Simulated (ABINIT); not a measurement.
# SnSe2 (P-3m1) in ABINIT: further runs

Aim: see how the results for SnSe2 move with the level of theory and the settings. Levels: PBEsol, LDA. Tasks: single point.

Program: ABINIT 10.8.3 (patched build). These are calculated values, not measurements. Logs are shortened: lines on timing, memory, paths and dates and some standing lists are left out, and cuts for length are marked. The log counts tension as positive stress, the text compression.

## Step 1: Starting point

It takes space group P-3m1 (No. 164, trigonal). Conventional cell: a = 3.811 Å, b = 3.811 Å, c = 6.136 Å, α = 90.00°, β = 90.00°, γ = 120.00°. Sn (site symmetry -3m) has 6 Se at 2.68 Å as nearest neighbours. Se (site symmetry 3m) is surrounded by 3 Sn at 2.68 Å.

## Step 2: Single point, PBEsol

Contents of run.abi:

```
pp_dirpath "./"
pseudos "Sn.upf, Se.upf"

acell 7.2017462609 7.2017462609 11.5953595007
rprim
     1.0000000000     0.0000000000     0.0000000000
    -0.5000000000     0.8660254038     0.0000000000
     0.0000000000     0.0000000000     1.0000000000
ntypat 2
znucl 50 34
natom 3
typat 1 2 2
xred
     0.0000000000     0.0000000000     0.0000000000
     0.6666666667     0.3333333333     0.7510000000
     0.3333333333     0.6666666667     0.2490000000

ecut 39.0

kptopt 1
ngkpt 6 6 4
nshiftk 1
shiftk 0.0 0.0 0.0

ixc -116133

nband 28
occopt 3
tsmear 0.05 eV

nstep 100
tolvrs 1.0e-10

iomode 3
prtwf 0
prtden 0
prteig 0
prtebands 0
enunit 1
prtvol 2
```

Potentials or basis: PseudoDojo NC SR PBEsol v0.4.1 standard.

The run is started by

```console
$ mpirun --bind-to none -np 4 abinit run.abi > log 2>&1
```

run.abo:

```text
.Version 10.8.3 of ABINIT
 Symmetries : space group P-3 m 1 (#164); Bravais hP (primitive hexag.)
================================================================================
 Values of the parameters that define the memory need of the present run
     intxc =       0    ionmov =       0      iscf =       7    lmnmax =       6
     lnmax =       6     mgfft =      72  mpssoang =       3    mqgrid =    3260
     natom =       3  nloc_mem =       1    nspden =       1   nspinor =       1
    nsppol =       1      nsym =      12    n1xccc =    2501    ntypat =       2
    occopt =       3   xclevel =       2
       mpw =        6078          nfft =      145800          nkpt =          24
================================================================================
================================================================================

--------------------------------------------------------------------------------
------------- Echo of variables that govern the present computation ------------
--------------------------------------------------------------------------------
 -outvars: echo values of preprocessed input variables --------
            acell      7.2017462609E+00  7.2017462609E+00  1.1595359501E+01 Bohr
              amu      1.18710000E+02  7.89600000E+01
             ecut      3.90000000E+01 Hartree
           enunit           1
              ixc     -116133
         kptrlatt        6    0    0      0    6    0      0    0    4
          kptrlen      4.32104776E+01
            natom           3
            nband          28
            ngfft          45      45      72
             nkpt          24
            nstep         100
             nsym          12
           ntypat           2
           occopt           3
           prtden           0
        prtebands           0
           prteig           0
           prtvol           2
            prtwf           0
            rprim      1.0000000000E+00  0.0000000000E+00  0.0000000000E+00
                      -5.0000000000E-01  8.6602540380E-01  0.0000000000E+00
                       0.0000000000E+00  0.0000000000E+00  1.0000000000E+00
          spgroup         164
           tolvrs      1.00000000E-10
           tsmear      1.83746611E-03 Hartree
            typat      1  2  2
           xangst      0.0000000000E+00  0.0000000000E+00  0.0000000000E+00
                       1.9054999987E+00  1.1001409372E+00  4.6081359969E+00
                      -5.4052144433E-16  2.2002818744E+00  1.5278639990E+00
            xcart      0.0000000000E+00  0.0000000000E+00  0.0000000000E+00
                       3.6008731304E+00  2.0789650712E+00  8.7081149850E+00
                      -1.0214374950E-15  4.1579301424E+00  2.8872445157E+00
             xred      0.0000000000E+00  0.0000000000E+00  0.0000000000E+00
                       6.6666666667E-01  3.3333333333E-01  7.5100000000E-01
                       3.3333333333E-01  6.6666666667E-01  2.4900000000E-01
            znucl       50.00000   34.00000

================================================================================

 chkinp: Checking input parameters for consistency.

================================================================================
== DATASET  1 ==================================================================

--- !DatasetInfo
iteration_state: {dtset: 1, }
dimensions: {natom: 3, nkpt: 24, mband: 28, nsppol: 1, nspinor: 1, nspden: 1, mpw: 6078, }
cutoff_energies: {ecut:  39.0, pawecutdg:  -1.0, }
electrons: {nelect:   4.60000000E+01, charge:   0.00000000E+00, occopt:   3.00000000E+00, tsmear:   1.83746611E-03, }
meta: {optdriver: 0, ionmov: 0, optcell: 0, iscf: 7, paral_kgb: 0, }
...

 Real(R)+Recip(G) space primitive vectors, cartesian coordinates (Bohr,Bohr^-1):
 R(1)=  7.2017463  0.0000000  0.0000000  G(1)=  0.1388552  0.0801681  0.0000000
 R(2)= -3.6008731  6.2368952  0.0000000  G(2)=  0.0000000  0.1603362  0.0000000
 R(3)=  0.0000000  0.0000000 11.5953595  G(3)=  0.0000000  0.0000000  0.0862414
 Unit cell volume ucvol=  5.2082339E+02 bohr^3
 Angles (23,13,12)=  9.00000000E+01  9.00000000E+01  1.20000000E+02 degrees

 getcut: wavevector=  0.0000  0.0000  0.0000  ngfft=  45  45  72
         ecut(hartree)=     39.000   => boxcut(ratio)=   2.17329

--- Pseudopotential description ------------------------------------------------
- pspini: atom type   1  psp file is ./Sn.upf
12 -116133 2 -1 1628                          pspcod,pspxc,lmax,lloc,mmax
     nproj     2     2     2

- pspini: atom type   2  psp file is ./Se.upf
12 -116133 2 -1 1198                          pspcod,pspxc,lmax,lloc,mmax
     nproj     2     2     2

[... 76 lines left out ...]
  6.72E-16 1.54E-15 3.24E-16 3.30E-16 1.26E-16 1.34E-16 5.66E-16 1.57E-15
  2.85E-16 3.55E-16 3.90E-16 1.10E-06
   0.1667  0.0000  0.0000    1  1.62085E-08 kpt; spin; max resid(k); each band:
  2.26E-18 2.41E-18 2.06E-18 1.68E-18 3.67E-17 3.78E-17 3.53E-17 3.58E-17
  3.13E-17 4.47E-17 1.28E-17 1.25E-17 2.85E-17 1.50E-17 1.02E-17 7.38E-16
  6.35E-16 1.53E-15 7.27E-16 4.97E-16 4.35E-16 9.68E-17 5.73E-16 7.70E-16
  7.75E-16 1.34E-15 1.21E-15 1.62E-08
   0.3333  0.0000  0.0000    1  2.28123E-13 kpt; spin; max resid(k); each band:
  2.39E-18 2.39E-18 1.77E-18 1.80E-18 3.10E-17 4.06E-17 3.59E-17 3.37E-17
  4.12E-17 4.35E-17 1.32E-17 1.13E-17 3.13E-17 9.59E-18 1.01E-17 6.74E-16
  5.16E-16 1.02E-15 9.51E-16 8.40E-16 4.97E-16 6.45E-16 8.27E-17 5.75E-16
  9.30E-16 1.20E-15 7.37E-15 2.28E-13
   0.5000  0.0000  0.0000    1  4.95277E-14 kpt; spin; max resid(k); each band:
  2.28E-18 2.39E-18 1.82E-18 1.72E-18 4.05E-17 2.77E-17 3.59E-17 3.30E-17
[... 88 lines left out ...]
   0.1667  0.1667  0.5000    1  1.90768E-11 kpt; spin; max resid(k); each band:
  1.85E-18 2.89E-18 1.66E-18 2.06E-18 3.67E-17 3.61E-17 3.23E-17 3.69E-17
  4.15E-17 3.65E-17 1.08E-17 1.21E-17 2.84E-17 9.17E-18 9.58E-18 6.06E-16
  6.49E-16 1.07E-15 7.16E-16 7.80E-16 8.77E-16 6.48E-16 1.80E-16 7.85E-16
  8.98E-16 7.50E-13 1.50E-12 1.91E-11
   0.3333  0.1667  0.5000    1  9.56247E-12 kpt; spin; max resid(k); each band:
  2.12E-18 2.51E-18 1.77E-18 1.87E-18 3.40E-17 3.39E-17 3.09E-17 3.61E-17
  4.29E-17 3.94E-17 1.32E-17 1.26E-17 3.44E-17 1.02E-17 9.39E-18 5.38E-16
  5.37E-16 6.62E-16 8.81E-16 9.25E-16 7.59E-16 2.79E-16 6.66E-16 6.20E-16
  9.71E-16 1.98E-15 8.63E-15 9.56E-12
   0.3333  0.3333  0.5000    1  4.17431E-08 kpt; spin; max resid(k); each band:
  1.76E-18 3.70E-18 1.79E-18 1.80E-18 3.58E-17 3.02E-17 3.02E-17 4.11E-17
  4.11E-17 4.11E-17 1.46E-17 1.43E-17 1.06E-17 1.06E-17 9.15E-18 4.44E-16
  4.44E-16 2.86E-16 1.04E-15 1.05E-15 7.12E-16 4.94E-16 5.02E-16 3.82E-16
  1.15E-15 1.16E-15 4.01E-15 4.17E-08
 reduced coordinates (array xred) for    3 atoms
       0.000000000000      0.000000000000      0.000000000000
       0.666666666667      0.333333333333      0.751000000000
       0.333333333333      0.666666666667      0.249000000000
 rms dE/dt=  6.6045E-02; max dE/dt=  1.4010E-01; dE/dt below (all hartree)
    1       0.000000000000      0.000000000000      0.000000000000
    2       0.000000000000     -0.000000000000      0.140103651248
    3      -0.000000000000      0.000000000000     -0.140103651248

 cartesian coordinates (angstrom) at end:
    1      0.00000000000000     0.00000000000000     0.00000000000000
    2      1.90549999869437     1.10014093720680     4.60813599687231
    3     -0.00000000000000     2.20028187441359     1.52786399896299

 cartesian forces (hartree/bohr) at end:
    1     -0.00000000000000    -0.00000000000000    -0.00000000000000
    2     -0.00000000000000     0.00000000000000    -0.01208273458360
    3      0.00000000000000    -0.00000000000000     0.01208273458360
 frms,max,avg= 5.6958557E-03 1.2082735E-02   0.000E+00  0.000E+00  0.000E+00 h/b

 cartesian forces (eV/Angstrom) at end:
    1     -0.00000000000000    -0.00000000000000    -0.00000000000000
    2     -0.00000000000000     0.00000000000000    -0.62131919347789
    3      0.00000000000000    -0.00000000000000     0.62131919347789
 frms,max,avg= 2.9289268E-01 6.2131919E-01   0.000E+00  0.000E+00  0.000E+00 e/A
 length scales=  7.201746260900  7.201746260900 11.595359500700 bohr
              =  3.810999997389  3.810999997389  6.135999995835 angstroms
 Fermi (or HOMO) energy (eV) =   4.08612   Average Vxc (eV)= -10.20587
 Eigenvalues (   eV  ) for nkpt=  24  k points:
 kpt#   1, nband= 28, wtk=  0.00694, kpt=  0.0000  0.0000  0.0000 (reduced coord)
 -43.19104  -43.19104  -43.19083  -43.19083  -43.13912  -43.13912  -43.13859  -43.13859
 -43.12066  -43.12054  -17.50204  -17.50204  -17.46192  -17.44767  -17.44767  -10.32182
  -8.52864   -2.39145    3.02230    3.02230    3.32400    3.32400    3.73000    4.69635
   6.56578    8.30210    8.30210   11.75943
 kpt#   2, nband= 28, wtk=  0.04167, kpt=  0.1667  0.0000  0.0000 (reduced coord)
 -43.19099  -43.19095  -43.19086  -43.19080  -43.13923  -43.13923  -43.13876  -43.13870
 -43.12066  -43.12054  -17.51583  -17.49273  -17.45672  -17.45108  -17.44574  -10.04484
  -8.35539   -2.37328    0.98441    2.13382    2.18493    3.61223    3.69353    5.98031
   7.31143    8.47560    8.78612   10.87967
 kpt#   3, nband= 28, wtk=  0.04167, kpt=  0.3333  0.0000  0.0000 (reduced coord)
 -43.19102  -43.19092  -43.19060  -43.19056  -43.13936  -43.13930  -43.13900  -43.13873
 -43.12059  -43.12050  -17.54711  -17.48173  -17.46686  -17.43407  -17.43356   -9.30116
  -8.05328   -2.93153   -0.41002    0.82669    1.33762    3.15803    3.50822    5.17612
   7.61041    9.17738    9.42122   10.36896
 kpt#   4, nband= 28, wtk=  0.02083, kpt=  0.5000  0.0000  0.0000 (reduced coord)
 -43.19095  -43.19090  -43.19047  -43.19039  -43.13936  -43.13930  -43.13900  -43.13877
[... 88 lines left out ...]
 kpt#  22, nband= 28, wtk=  0.04167, kpt=  0.1667  0.1667  0.5000 (reduced coord)
 -43.19093  -43.19090  -43.19068  -43.19066  -43.13914  -43.13909  -43.13903  -43.13896
 -43.12057  -43.12052  -17.53214  -17.49043  -17.45899  -17.44890  -17.43286   -9.37420
  -8.35796   -2.52831    0.12143    0.90879    1.81219    2.78281    2.88774    5.91609
   8.20380    9.50531    9.60798   10.18038
 kpt#  23, nband= 28, wtk=  0.08333, kpt=  0.3333  0.1667  0.5000 (reduced coord)
 -43.19093  -43.19088  -43.19055  -43.19054  -43.13923  -43.13913  -43.13910  -43.13898
 -43.12048  -43.12046  -17.54776  -17.49321  -17.46302  -17.43652  -17.42410   -8.61917
  -8.10287   -3.51623   -0.88683    0.21446    1.04200    3.02660    3.22266    5.55535
   8.31787    9.12647    9.37354   10.35367
 kpt#  24, nband= 28, wtk=  0.01389, kpt=  0.3333  0.3333  0.5000 (reduced coord)
 -43.19075  -43.19070  -43.19068  -43.19068  -43.13925  -43.13912  -43.13912  -43.13896
 -43.12041  -43.12041  -17.52273  -17.52273  -17.44617  -17.44617  -17.42776   -8.16046
  -8.16046   -3.76845   -0.53833   -0.53833   -0.04213    3.34988    3.34988    6.22428
   8.37167    8.37167    9.88397   11.85252
 Total charge density [el/Bohr^3]
)     Maximum=    2.4421E+00  at reduced coord.    0.7556    0.4000    0.7222
)Next maximum=    2.4421E+00  at reduced coord.    0.6444    0.4000    0.7222
)     Minimum=    1.4073E-04  at reduced coord.    0.0000    0.0000    0.0000
)Next minimum=    4.4868E-04  at reduced coord.    0.3333    0.6667    0.2500
   Integrated=    4.6000E+01

--- !EnergyTerms
iteration_state     : {dtset: 1, }
comment             : Components of total free energy in Hartree
kinetic             :  2.03922955203482E+02
hartree             :  9.60087076330897E+01
xc                  : -6.98180970774344E+01
Ewald energy        : -1.70524007112797E+02
psp_core            :  8.01988239875709E+00
local_psp           : -2.61099743930000E+02
non_local_psp       : -1.27393530422871E+02
internal            : -3.20883833307774E+02
'-kT*entropy'       : -2.02842510237958E-06
total_energy        : -3.20883835336199E+02
total_energy_eV     : -8.73169398342507E+03
band_energy         : -3.90273038430431E+01
...

 Cartesian components of stress tensor (hartree/bohr^3)
  sigma(1 1)= -6.33012520E-05  sigma(3 2)=  0.00000000E+00
  sigma(2 2)= -6.33012526E-05  sigma(3 1)=  0.00000000E+00
  sigma(3 3)= -1.17567348E-04  sigma(2 1)=  0.00000000E+00

-Cartesian components of stress tensor (GPa)         [Pressure=  2.3946E+00 GPa]
- sigma(1 1)= -1.86238713E+00  sigma(3 2)=  0.00000000E+00
- sigma(2 2)= -1.86238715E+00  sigma(3 1)=  0.00000000E+00
- sigma(3 3)= -3.45895081E+00  sigma(2 1)=  0.00000000E+00

== END DATASET(S) ==============================================================
================================================================================

 -outvars: echo values of variables after computation  --------
            acell      7.2017462609E+00  7.2017462609E+00  1.1595359501E+01 Bohr
           etotal     -3.2088383534E+02
            fcart     -0.0000000000E+00 -0.0000000000E+00 -0.0000000000E+00
                      -2.9911025750E-28  5.1807416304E-28 -1.2082734584E-02
                       2.9911025750E-28 -5.1807416304E-28  1.2082734584E-02
            rprim      1.0000000000E+00  0.0000000000E+00  0.0000000000E+00
                      -5.0000000000E-01  8.6602540380E-01  0.0000000000E+00
                       0.0000000000E+00  0.0000000000E+00  1.0000000000E+00
           strten     -6.3301252046E-05 -6.3301252597E-05 -1.1756734826E-04
                       0.0000000000E+00  0.0000000000E+00  0.0000000000E+00
           xangst      0.0000000000E+00  0.0000000000E+00  0.0000000000E+00
                       1.9054999987E+00  1.1001409372E+00  4.6081359969E+00
                      -5.4052144433E-16  2.2002818744E+00  1.5278639990E+00
             xred      0.0000000000E+00  0.0000000000E+00  0.0000000000E+00
                       6.6666666667E-01  3.3333333333E-01  7.5100000000E-01
                       3.3333333333E-01  6.6666666667E-01  2.4900000000E-01
 Calculation completed.
```

Run time: 99 s. Hardware: 4 MPI ranks of Intel Xeon Platinum 8259CL at 2.50GHz (Skylake/Cascade Lake), shared host; peak memory 0.44 GiB.

Results:

| Item | Value |
| --- | --- |
| Free energy | -8731.6940 eV |
| Pressure | 2.4 GPa |
| Largest force | 0.621 eV/Å |
| Band gap on the k mesh | 0.72 eV, indirect (least direct gap 0.97 eV) |
| Valence electrons inside the program's atomic spheres | Sn 10.49; Se 13.22 |

Forces on the atoms (eV/Å):
```
Sn   0.000  0.000  0.000
Se   0.000  0.000 -0.621
Se   0.000  0.000  0.621
```

Levels at points of the mesh, in eV from the valence-band top:
| k point | band 21 | band 22 | band 23 | band 24 | band 25 | band 26 |
| --- | --- | --- | --- | --- | --- | --- |
| (0.00, 0.00, 0.00) | -0.41 | -0.41 | 0.00 | 0.97 | 2.84 | 4.57 |
| (0.50, 0.00, 0.00) | -2.71 | -1.24 | -0.32 | 1.08 | 3.69 | 5.33 |
| (0.00, 0.00, 0.50) | -0.80 | -0.25 | -0.25 | 2.37 | 2.80 | 4.30 |
| (0.50, 0.00, 0.50) | -2.02 | -0.87 | -0.72 | 0.79 | 4.16 | 4.75 |

Caveat: spin-orbit coupling is left out, which moves the levels of the heavy elements; this functional lacks dispersion, which binds the layers, so the pressure and a relaxed spacing across them are unreliable. A k mesh can miss the band edges.

## Step 3: Single point, LDA

Contents of run.abi:

```
pp_dirpath "./"
pseudos "Sn.upf, Se.upf"

acell 3*1.0 Angstrom
rprim
     3.8110000000     0.0000000000     0.0000000000
    -1.9055000000     3.3004228138     0.0000000000
     0.0000000000     0.0000000000     6.1360000000
ntypat 2
znucl 50 34
natom 3
typat 1 2 2
xcart
     0.0000000000     0.0000000000     0.0000000000
     3.6008731308     2.0789650710     8.7081149850
    -0.0000000004     4.1579301426     2.8872445157

ecut 1088.455450 eV

kptopt 1
ngkpt 6 6 4
nshiftk 1
shiftk 0.0 0.0 0.0

ixc 7

nband 28
occopt 3
tsmear 0.05 eV

nstep 100
tolvrs 1.0e-10

iomode 3
prtwf 0
prtden 0
prteig 0
prtebands 0
enunit 1
```

Potentials or basis: PseudoDojo NC SR LDA v0.4.1 standard.

The run is started by

```console
$ mpirun --bind-to none -np 4 abinit run.abi > log 2>&1
```

run.abo:

```text
.Version 10.8.3 of ABINIT
 Symmetries : space group P-3 m 1 (#164); Bravais hP (primitive hexag.)
================================================================================
 Values of the parameters that define the memory need of the present run
     intxc =       0    ionmov =       0      iscf =       7    lmnmax =       6
     lnmax =       6     mgfft =      72  mpssoang =       3    mqgrid =    3302
     natom =       3  nloc_mem =       1    nspden =       1   nspinor =       1
    nsppol =       1      nsym =      12    n1xccc =    2501    ntypat =       2
    occopt =       3   xclevel =       1
       mpw =        6312          nfft =      145800          nkpt =          24
================================================================================
================================================================================

--------------------------------------------------------------------------------
------------- Echo of variables that govern the present computation ------------
[... 212 lines left out ...]

== END DATASET(S) ==============================================================
================================================================================

 -outvars: echo values of variables after computation  --------
            acell      1.8897261259E+00  1.8897261259E+00  1.8897261259E+00 Bohr
           etotal     -3.2097518979E+02
            fcart      9.9703419097E-29  4.0294657099E-28 -0.0000000000E+00
                      -4.9851709549E-29 -3.7416467306E-28 -9.4526169980E-03
                      -4.9851709549E-29 -2.8781897928E-29  9.4526169980E-03
            rprim      3.8110000000E+00  0.0000000000E+00  0.0000000000E+00
                      -1.9055000000E+00  3.3004228138E+00  0.0000000000E+00
                       0.0000000000E+00  0.0000000000E+00  6.1360000000E+00
           strten     -1.0757599667E-05 -1.0757599461E-05 -5.9232789087E-05
                       0.0000000000E+00  0.0000000000E+00  0.0000000000E+00
           xangst      0.0000000000E+00  0.0000000000E+00  0.0000000000E+00
                       1.9055000000E+00  1.1001409379E+00  4.6081359989E+00
                       8.6150260420E-17  2.2002818759E+00  1.5278640011E+00
             xred      0.0000000000E+00  0.0000000000E+00  0.0000000000E+00
                       6.6666666667E-01  3.3333333333E-01  7.5099999983E-01
                       3.3333333333E-01  6.6666666667E-01  2.4900000017E-01
 Calculation completed.
```

It took 44 s on 4 MPI ranks of Arm Neoverse V2, shared host; peak memory 0.4 GiB.

Results:

```yaml
Free_energy: -8734.1799 eV
Pressure: 0.8 GPa
Largest_force: 0.486 eV/Å
Band_gap_on_the_k_mesh: 0.66 eV, indirect (least direct gap 0.84 eV)
Valence_electrons_inside_the_program's_atomic_spheres: Sn 10.51; Se 13.24
```

Forces on the atoms (eV/Å):
```
Sn   0.000  0.000  0.000
Se   0.000  0.000 -0.486
Se   0.000  0.000  0.486
```

Levels at points of the mesh, in eV from the valence-band top:
```tsv
k point	band 20	band 21	band 22	band 23	band 24	band 25	band 26	band 27
(0.00, 0.00, 0.00)	-0.71	-0.39	-0.39	0.00	0.84	2.80	4.53	4.53
(0.50, 0.00, 0.00)	-2.94	-2.70	-1.25	-0.31	1.04	3.64	5.33	5.37
(0.00, 0.00, 0.50)	-0.80	-0.80	-0.24	-0.24	2.29	2.75	4.25	4.25
(0.50, 0.00, 0.50)	-2.54	-2.01	-0.87	-0.71	0.73	4.12	4.71	5.78
```

Caveat: spin-orbit coupling is left out, which moves the levels of the heavy elements. A k mesh can miss the band edges.
